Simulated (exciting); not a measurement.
# MoP (P-6m2) in exciting: further runs

One crystal, MoP, is run at these levels: PBE; tasks: band structure.

All numbers are computed with exciting (release sodium); they aren't measurements. Logs are shortened: lines on timing, memory, paths and dates and some standing lists are left out, and cuts for length are marked.

### 1 The structure

It takes space group P-6m2 (No. 187, hexagonal). Conventional cell: a = 3.223 Å, b = 3.223 Å, c = 3.191 Å, α = 90.00°, β = 90.00°, γ = 120.00°. Mo (site symmetry -6m2) has 6 P at 2.45 Å as nearest neighbours. P (site symmetry -6m2) is surrounded by 6 Mo at 2.45 Å.

### 2 Band structure, PBE

input.xml reads:

```xml
<input>
  <title>MoP</title>
  <structure speciespath="./" tshift="false">
    <crystal scale="1">
      <basevect>6.090587299669 0.000000000000 0.000000000000</basevect>
      <basevect>-3.045293649834 5.274603325485 0.000000000000</basevect>
      <basevect>0.000000000000 0.000000000000 6.030116063681</basevect>
    </crystal>
    <species speciesfile="Mo.xml" rmt="2.3">
      <atom coord="0.000000000000 0.000000000000 0.000000000000"/>
    </species>
    <species speciesfile="P.xml" rmt="2">
      <atom coord="0.333333333300 0.666666666700 0.500000000000"/>
    </species>
  </structure>
  <groundstate do="fromscratch" ngridk="10 10 8" rgkmax="7.8" gmaxvr="14" lmaxapw="10" lmaxmat="10" lmaxvr="8" xctype="GGA_PBE" stype="Fermi Dirac" swidth="0.00183747" nempty="14" ValenceRelativity="iora*" epsengy="1e-05" epspot="1e-05" maxscl="60" outputlevel="low"/>
  <properties>
    <bandstructure>
      <plot1d>
        <path steps="80">
          <point coord="0 0 0" label="G"/>
          <point coord="0.5 0 0" label="M"/>
          <point coord="0.3333333333 0.3333333333 0" label="K"/>
          <point coord="0 0 0" label="G"/>
          <point coord="0 0 0.5" label="A"/>
          <point coord="0.5 0 0.5" label="L"/>
          <point coord="0.3333333333 0.3333333333 0.5" label="H"/>
          <point coord="0 0 0.5" label="A" breakafter="true"/>
          <point coord="0.5 0 0.5" label="L"/>
          <point coord="0.5 0 0" label="M" breakafter="true"/>
          <point coord="0.3333333333 0.3333333333 0" label="K"/>
          <point coord="0.3333333333 0.3333333333 0.5" label="H"/>
        </path>
      </plot1d>
    </bandstructure>
    <dos nwdos="300" winddos="-0.6 0.5" inttype="tetra" ngrdos="100" nsmdos="1"/>
  </properties>
</input>
```

Potentials or basis: all-electron LAPW+lo, shipped species files, valence relativity iora*.

Command:

```console
OMP_NUM_THREADS=1 exciting_smp
```

INFO.OUT:

```text
================================================================================
EXCITING SODIUM started
[... 10 lines left out ...]

 Lattice vectors (cartesian) :
      6.0905872997      0.0000000000      0.0000000000
     -3.0452936498      5.2746033255      0.0000000000
      0.0000000000      0.0000000000      6.0301160637

 Reciprocal lattice vectors (cartesian) :
      1.0316222390      0.5956073774     -0.0000000000
      0.0000000000      1.1912147548      0.0000000000
      0.0000000000     -0.0000000000      1.0419675576

 Unit cell volume                           :     193.7200837066
 Brillouin zone volume                      :       1.2804568772

 Species :    1 (Mo)
     parameters loaded from                 :    Mo.xml
     name                                   :    molybdenum

     atomic positions (lattice) :
       1 :   0.00000000  0.00000000  0.00000000

 Species :    2 (P)
     parameters loaded from                 :    P.xml
     name                                   :    phosphorus

     atomic positions (lattice) :
       1 :   0.33333333  0.66666667  0.50000000

 Total number of atoms per unit cell        :       2

 Spin treatment                             :    spin-unpolarised

 Number of Bravais lattice symmetries       :      24
 Number of crystal symmetries               :      12

 k-point grid                               :      10   10    8
 Total number of k-points                   :     110
 k-point set is reduced with crystal symmetries

 R^MT_min * |G+k|_max (rgkmax)              :       7.80000000

 G-vector grid sizes                        :      30    30    27
 Total number of G-vectors                  :    8961

 Total nuclear charge                       :     -57.00000000
 Total electronic charge                    :      57.00000000

 Number of empty states                     :      14
 Total number of valence states             :      24

 Exchange-correlation type                  :      20
     Perdew-Burke-Ernzerhof, Phys. Rev. Lett. 77, 3865 (1996)
     Generalised gradient approximation (GGA)

 Smearing scheme                            :    Fermi-Dirac
 Smearing width                             :       0.00183747

++++++++++++++++++++++++++++++++++++++++++++++++++++++++++++++++++++++++++++++++
+ Ending initialization                                                        +
++++++++++++++++++++++++++++++++++++++++++++++++++++++++++++++++++++++++++++++++

********************************************************************************
* Groundstate module started                                                   *
********************************************************************************
 Output level for this task is set to low

++++++++++++++++++++++++++++++++++++++++++++++++++++++++++++++++++++++++++++++++
[... 5 lines left out ...]
+ SCF iteration number :    1                                                  +
++++++++++++++++++++++++++++++++++++++++++++++++++++++++++++++++++++++++++++++++
 Total energy                               :     -4380.71994643
 _______________________________________________________________
 Fermi energy                               :         0.49607590
 DOS at Fermi energy (states/Ha/cell)       :        17.49368973
 Electron charge: Core leakage              :         0.00102533

++++++++++++++++++++++++++++++++++++++++++++++++++++++++++++++++++++++++++++++++
+ SCF iteration number :    2                                                  +
++++++++++++++++++++++++++++++++++++++++++++++++++++++++++++++++++++++++++++++++
 Total energy                               :     -4390.20354818
 _______________________________________________________________
 Fermi energy                               :         0.47063176
 DOS at Fermi energy (states/Ha/cell)       :        12.27352765
 Electron charge: Core leakage              :         0.00104525

 RMS change in effective potential (target) :  0.595229E-01  ( 0.100000E-04)
 Absolute change in total energy   (target) :   9.48360      ( 0.100000E-04)
 Charge distance                   (target) :  0.159412E-01  ( 0.100000E-04)

++++++++++++++++++++++++++++++++++++++++++++++++++++++++++++++++++++++++++++++++
+ SCF iteration number :    3                                                  +
++++++++++++++++++++++++++++++++++++++++++++++++++++++++++++++++++++++++++++++++
 Total energy                               :     -4391.80567153
 _______________________________________________________________
 Fermi energy                               :         0.46561870
 DOS at Fermi energy (states/Ha/cell)       :        13.02461424
 Electron charge: Core leakage              :         0.00104098

 RMS change in effective potential (target) :  0.428436E-01  ( 0.100000E-04)
 Absolute change in total energy   (target) :   1.60212      ( 0.100000E-04)
 Charge distance                   (target) :  0.274850E-02  ( 0.100000E-04)

++++++++++++++++++++++++++++++++++++++++++++++++++++++++++++++++++++++++++++++++
+ SCF iteration number :    4                                                  +
++++++++++++++++++++++++++++++++++++++++++++++++++++++++++++++++++++++++++++++++
 Total energy                               :     -4390.73431603
 _______________________________________________________________
 Fermi energy                               :         0.46717010
 DOS at Fermi energy (states/Ha/cell)       :        12.34136861
 Electron charge: Core leakage              :         0.00102671

 RMS change in effective potential (target) :  0.843047E-02  ( 0.100000E-04)
 Absolute change in total energy   (target) :   1.07136      ( 0.100000E-04)
 Charge distance                   (target) :  0.151780E-02  ( 0.100000E-04)
[... 101 lines left out ...]
 RMS change in effective potential (target) :  0.352326E-07  ( 0.100000E-04)
 Absolute change in total energy   (target) :  0.373358E-04  ( 0.100000E-04)
 Charge distance                   (target) :  0.720216E-07  ( 0.100000E-04)

++++++++++++++++++++++++++++++++++++++++++++++++++++++++++++++++++++++++++++++++
+ SCF iteration number :   13                                                  +
++++++++++++++++++++++++++++++++++++++++++++++++++++++++++++++++++++++++++++++++
 Total energy                               :     -4391.73995695
 _______________________________________________________________
 Fermi energy                               :         0.46438565
 DOS at Fermi energy (states/Ha/cell)       :        13.11702438
 Electron charge: Core leakage              :         0.00102198

 RMS change in effective potential (target) :  0.131225E-07  ( 0.100000E-04)
 Absolute change in total energy   (target) :  0.433414E-05  ( 0.100000E-04)
 Charge distance                   (target) :  0.988377E-08  ( 0.100000E-04)

++++++++++++++++++++++++++++++++++++++++++++++++++++++++++++++++++++++++++++++++
+ SCF iteration number :   14                                                  +
++++++++++++++++++++++++++++++++++++++++++++++++++++++++++++++++++++++++++++++++
 Total energy                               :     -4391.73995546
 _______________________________________________________________
 Fermi energy                               :         0.46438565
 DOS at Fermi energy (states/Ha/cell)       :        13.11702389
 Electron charge: Core leakage              :         0.00102198

 RMS change in effective potential (target) :  0.216042E-08  ( 0.100000E-04)
 Absolute change in total energy   (target) :  0.149142E-05  ( 0.100000E-04)
 Charge distance                   (target) :  0.126425E-08  ( 0.100000E-04)

++++++++++++++++++++++++++++++++++++++++++++++++++++++++++++++++++++++++++++++++
| Convergency criteria checked for the last 2 iterations                       +
| Convergence targets achieved. Performing final SCF iteration                 +
++++++++++++++++++++++++++++++++++++++++++++++++++++++++++++++++++++++++++++++++
 Total energy                               :     -4391.73995524
 _______________________________________________________________
 Fermi energy                               :         0.46438565
 DOS at Fermi energy (states/Ha/cell)       :        13.11702394
 Electron charge: Core leakage              :         0.00102198

++++++++++++++++++++++++++++++++++++++++++++++++++++++++++++++++++++++++++++++++
[... 9 lines left out ...]
| EXCITING SODIUM stopped                                                      =
================================================================================
```

Wall time 2.1 min (1 thread of Arm Neoverse V1, shared host); peak memory 0.12 GiB.

What came out:

- Free energy: -119505.3364 eV
- Band gap on the k mesh: none (metal or under the smearing width)

Levels at the corners of the path, in eV from the Fermi level:
```tsv
point	band 5	band 6	band 7	band 8	band 9	band 10	band 11	band 12	band 13	band 14
Γ	-13.91	-4.17	-3.29	-3.29	-0.69	0.29	0.29	4.15	4.15	5.57
M	-11.28	-7.23	-3.93	-3.72	-1.26	-0.41	1.74	2.38	4.66	6.14
K	-10.85	-6.55	-5.23	-3.74	-1.51	-0.06	0.69	0.81	6.86	8.85
Γ	-13.91	-4.17	-3.29	-3.29	-0.69	0.29	0.29	4.15	4.15	5.57
A	-11.47	-7.82	-2.71	-2.71	-1.66	-1.66	1.34	2.95	2.95	7.93
L	-11.08	-6.12	-5.27	-4.42	-1.02	1.45	1.86	3.57	5.08	6.21
H	-10.82	-6.87	-5.68	-3.23	-1.30	1.56	3.31	4.24	4.29	5.00
A	-11.47	-7.82	-2.71	-2.71	-1.66	-1.66	1.34	2.95	2.95	7.93
L	-11.08	-6.12	-5.27	-4.42	-1.02	1.45	1.86	3.57	5.08	6.21
M	-11.28	-7.23	-3.93	-3.72	-1.26	-0.41	1.74	2.38	4.66	6.14
K	-10.85	-6.55	-5.23	-3.74	-1.51	-0.06	0.69	0.81	6.86	8.85
H	-10.82	-6.87	-5.68	-3.23	-1.30	1.56	3.31	4.24	4.29	5.00
```

States per cell in windows of 1 eV (zero at the Fermi level; states under -8 eV left out):
```csv
from (eV),total
-8.0,0.13
-7.0,1.34
-6.0,0.94
-5.0,1.42
-4.0,1.89
-3.0,1.22
-2.0,1.18
-1.0,0.87
0.0,0.70
1.0,2.19
2.0,1.12
3.0,1.38
4.0,1.06
5.0,0.72
6.0,0.67
7.0,1.13
```

Caveat: the log's total energy holds no entropy term; the free energy is that total less TS from the occupations.

### 3 Band structure, PBE, spin-orbit coupling, no magnetisation

Changes to input.xml since step 2:

```diff
@@ -15,3 +15,5 @@
   </structure>
-  <groundstate do="fromscratch" ngridk="10 10 8" rgkmax="7.8" gmaxvr="14" lmaxapw="10" lmaxmat="10" lmaxvr="8" xctype="GGA_PBE" stype="Fermi Dirac" swidth="0.00183747" nempty="14" ValenceRelativity="iora*" epsengy="1e-05" epspot="1e-05" maxscl="60" outputlevel="low"/>
+  <groundstate do="fromscratch" ngridk="7 7 6" rgkmax="7.8" gmaxvr="14" lmaxapw="10" lmaxmat="10" lmaxvr="8" xctype="GGA_PBE" stype="Fermi Dirac" swidth="0.00183747" nempty="50" ValenceRelativity="iora*" epsengy="1e-05" epspot="1e-05" maxscl="60" outputlevel="normal">
+    <spin spinorb="true"/>
+  </groundstate>
   <properties>
@@ -35,3 +37,2 @@
     </bandstructure>
-    <dos nwdos="300" winddos="-0.6 0.5" inttype="tetra" ngrdos="100" nsmdos="1"/>
   </properties>
```

Potentials or basis: all-electron LAPW+lo, shipped species files, valence relativity iora*.

Command:

```console
OMP_NUM_THREADS=1 exciting_smp
```

INFO.OUT:

```text
================================================================================
EXCITING SODIUM started
[... 10 lines left out ...]

 Lattice vectors (cartesian) :
      6.0905872997      0.0000000000      0.0000000000
     -3.0452936498      5.2746033255      0.0000000000
      0.0000000000      0.0000000000      6.0301160637

 Reciprocal lattice vectors (cartesian) :
      1.0316222390      0.5956073774     -0.0000000000
      0.0000000000      1.1912147548      0.0000000000
      0.0000000000     -0.0000000000      1.0419675576

 Unit cell volume                           :     193.7200837066
[... 605 lines left out ...]
| Convergence targets achieved. Performing final SCF iteration                 +
++++++++++++++++++++++++++++++++++++++++++++++++++++++++++++++++++++++++++++++++
 Total energy                               :     -4391.74239256
 _______________________________________________________________
 Fermi energy                               :         0.46189525
 Kinetic energy                             :      4541.72096989
 Coulomb energy                             :     -8786.24045010
 Exchange energy                            :      -144.39703257
 Correlation energy                         :        -2.82587979
 No external B-field energy in total energy
[... 14 lines left out ...]
 Moments :
     interstitial                 :     0.00000000     0.00000000     0.00000000
     moment in muffin-tin spheres :
         atom     1    Mo         :     0.00000000    -0.00000000    -0.00000000
         atom     2     P         :     0.00000000     0.00000000     0.00000000
     total moment in muffin-tins  :     0.00000000    -0.00000000     0.00000000
     total moment                 :     0.00000000     0.00000000     0.00000000

++++++++++++++++++++++++++++++++++++++++++++++++++++++++++++++++++++++++++++++++
[... 7 lines left out ...]

--------------------------------------------------------------------------------
- CAUTION! Warnings have been written in file WARNING.OUT !                    -
--------------------------------------------------------------------------------
================================================================================
| EXCITING SODIUM stopped                                                      =
================================================================================
```

stdout:

```text
Info(bandstr):
 band structure plot written to BAND.OUT

 Fermi energy is at zero in plot

 Vertex location lines written to BANDLINES.OUT
```

Run time: 3.2 min. Hardware: 1 thread of Arm Neoverse V1, shared host; peak memory 0.15 GiB.

What came out:

| Quantity | Value |
| --- | --- |
| Band gap on the k mesh | none (metal or under the smearing width) |
| All electrons inside the program's atomic spheres | Mo 39.70; P 12.90 (radii Mo 2.3, P 2.0 bohr) |

Levels at the corners of the path, in eV from the Fermi level:
```tsv
point	band 15	band 16	band 17	band 18	band 19	band 20	band 21	band 22
Γ	-3.18	-3.18	-0.62	-0.62	0.30	0.30	0.40	0.40
M	-3.65	-3.65	-1.19	-1.19	-0.35	-0.35	1.80	1.80
K	-3.70	-3.66	-1.48	-1.41	-0.07	0.09	0.75	0.76
Γ	-3.18	-3.18	-0.62	-0.62	0.30	0.30	0.40	0.40
A	-2.61	-2.61	-1.66	-1.66	-1.51	-1.51	1.41	1.41
L	-4.35	-4.35	-0.95	-0.95	1.52	1.52	1.92	1.92
H	-3.18	-3.15	-1.25	-1.19	1.61	1.62	3.34	3.43
A	-2.61	-2.61	-1.66	-1.66	-1.51	-1.51	1.41	1.41
L	-4.35	-4.35	-0.95	-0.95	1.52	1.52	1.92	1.92
M	-3.65	-3.65	-1.19	-1.19	-0.35	-0.35	1.80	1.80
K	-3.70	-3.66	-1.48	-1.41	-0.07	0.09	0.75	0.76
H	-3.18	-3.15	-1.25	-1.19	1.61	1.62	3.34	3.43
```

Caveat: total energies with spin-orbit coupling aren't reliable in this program, so none is listed and the log's shouldn't be used.
